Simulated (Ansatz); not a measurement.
AlNi:

```
CELL_PARAMETERS angstrom
2.88100 0.00000 0.00000
0.00000 2.88100 0.00000
0.00000 0.00000 2.88100
ATOMIC_POSITIONS crystal
Ni 0.50000 0.50000 0.50000
Al 0.00000 0.00000 0.00000
```

A run of Ansatz 0.2.0 on this cell left the log below. Logs are shortened: lines on timing, memory, paths and dates and some standing lists are left out, and cuts for length are marked.

```text
Warning: RAYON_NUM_THREADS=2 ignored (pool sized by the plan → 2); use --threads N
Engine: ansatz 0.2.0, x86_64-unknown-linux-gnu
Pseudopotentials: kind: paw
Pseudopotential: Ni, paw, valence charge 18, recommended cutoff 420 eV (normal), Ni.paw.azcp
Pseudopotential: Al, paw, valence charge 3, recommended cutoff 420 eV (normal), Al.paw.azcp
Functional definition: PBE
  parameter kappa = 0.804
  parameter beta = 0.06672455060314922
  exchange = pbe_x(kappa = kappa, mu = beta*pi^2/3)
  correlation = pbe_c(beta = beta)
Crystal: 2 atoms, lattice volume = 23.913 Å³
Basis set: ecut = 420 eV, 461 PW (Γ), exchange–correlation on 40×40×40 points (8 copies of the dense FFT grid, shifted against one another)
Bands: 15, of which v1, the nominal top of the filled ones, is band 11 counted from 1 (10 counted from 0)
Symmetry: 48 space group operations
Space group: Pm-3m (ITA 221), of the structure as read, at distance tolerance 2.9e-5 Å
Magnetic group: BNS 221.92 (UNI 1594), of the structure as read, at distance tolerance 2.9e-5 Å
k-points: 35 of 729
Non-local potential: Ni, projectors of the file, l = 0: 3, l = 1: 2, l = 2: 3, l = 3: 1
Non-local potential: Al, projectors of the file, l = 0: 2, l = 1: 2, l = 2: 1
PAW form: soft (Blöchl's): semilocal exchange-correlation on the pseudo side does not see the compensation charge
PAW one-centre angular grid: Ni, 590 points (default); XC on 64 Gauss nodes
PAW one-centre angular grid: Al, 110 points (default); XC on 64 Gauss nodes
Initial density: superposition of atomic densities (chi_scale 0.1, normalization cell)
Starting moments: Σ|m| = 1 μB on 1 of 2 sites
Initial wavefunctions: pseudopotential atomic-orbital guess
Functional: x = pbe(κ = 0.804, μ = 0.2195149727645171), c = pbe(β = 0.06672455060314922)
[... 17 lines left out ...]
SCF converged after 11 iterations
Magnetization: -0.0000 μB (10.5000 up, 10.5000 down)
Absolute magnetization: 0.0000 μB (∫|ρ↑−ρ↓|, with the PAW one-centre terms)
Spin contamination: 0.0000 ħ² per cell (⟨S²⟩ above its minimum at these occupations)
Per-site moments (μB) at R_I (Å): [(-3.3128554466363087e-7, 1.0291954151749743), (4.784155168197837e-8, 1.0291954151749743)]
Free energy (F): -6378.525534 eV
Harris-Foulkes:  -6378.525534 eV  (|F-HF|=1.32e-10)
Internal energy: -6378.525506 eV  (E = F + TS)
E sigma→0 (E₀):  -6378.525520 eV
Entropy (-TS):   -0.000028 eV (-0.014 meV/atom)
Fermi energy:    14.018473 eV
--- Per-component energies (eV) ---
  E_band       = -336.481699
  E_kinetic    = 310.988279
  E_local      = -4446.243470  (includes V_loc(G=0)·N_el)
  E_nonlocal   = 647.529461
  E_hartree    = 1913.309349
  E_xc         = -126.300131
  E_vxc        = -140.659009  (∫ρ·V_xc dr)
  E_paw        = -2100.195106  (= ΣΔE_a)
  E_vpaw       = -534.717187  (= ΣTr[D̂ρ^β])
  E_aug_tail   = 0.000487  (compensation charges beyond the density's cutoff)
  E_ewald      = -2577.614375
  E_smearing   = -0.000028  (= −TS)
  E_closure    = 0.000000  (closes the sum)
  Σ components = -6378.525534   (vs F -6378.525534, Δ=0.00e0)
--- Forces (eV/Å), atoms counted from 1 ---
  atom   1  Ni     0.00000000    -0.00000000     0.00000000
  atom   2  Al    -0.00000000     0.00000000    -0.00000000
  max |Σ_I F_I| component: 1.84e-28 eV/Å
--- Stress (GPa, compression-positive) ---
        1.909406       0.000000       0.000000
        0.000000       1.909406       0.000000
        0.000000       0.000000       1.909406
  P = ⅓ Tr σ = 1.9094 GPa (19.094 kbar)
--- Band table (eV; the first three rows and the last of 70) ---
  k-point 0 ↑: bands = ["-89.3417", "-49.7428", "-49.7428", "-49.7428", "2.8221", "10.7400", "10.7400", "12.4417", "12.4417", "12.4417", "19.4641", "19.4641", "19.4641", "22.0676", "22.0676"]
  k-point 1 ↑: bands = ["-89.3415", "-49.7455", "-49.7426", "-49.7426", "3.0492", "10.7157", "10.7928", "12.3457", "12.3457", "12.4521", "17.6057", "19.7612", "19.7612", "22.0796", "23.6699"]
  k-point 2 ↑: bands = ["-89.3411", "-49.7523", "-49.7421", "-49.7421", "3.7224", "10.4858", "10.9301", "12.1208", "12.1208", "12.4785", "15.2663", "20.5927", "20.5927", "22.1134", "25.2717"]
  k-point 34 ↓: bands = ["-89.3377", "-49.7610", "-49.7610", "-49.7610", "9.7050", "9.9417", "9.9417", "12.8604", "12.8604", "14.7013", "15.9157", "15.9157", "17.5771", "18.8323", "18.8323"]
```

Q: What input gives this log?

A: Single point with PBE, collinear spin, ferromagnetic start. The files as run (others can give the same):

input.yaml
```yaml
crystal:
  lattice:
    - [2.881, 0.0, 0.0]
    - [0.0, 2.881, 0.0]
    - [0.0, 0.0, 2.881]
  atoms:
    - { symbol: Ni, position: [0.5, 0.5, 0.5], spin: 1.0 }
    - { symbol: Al, position: [0.0, 0.0, 0.0] }
hamiltonian:
  xc: pbe
  pseudopotentials: { kind: paw }
magnetization:
  spin_polarized: true
kpoints:
  mp_grid: { grid: [9, 9, 9] }
scf:
  occupations: { method: gaussian, width: 0.012 }
output:
  forces: true
  stress: true
  eigenvalues: true
```

Potentials or basis: Ansatz PAW.
Launch:
```bash
$ ansatz run input.yaml --threads 2 --pin off --max-ram 5632MiB --backend cpu --events-out ev --progress --plain --runs-dir out
```

Caveat: the starting moments weren't kept.
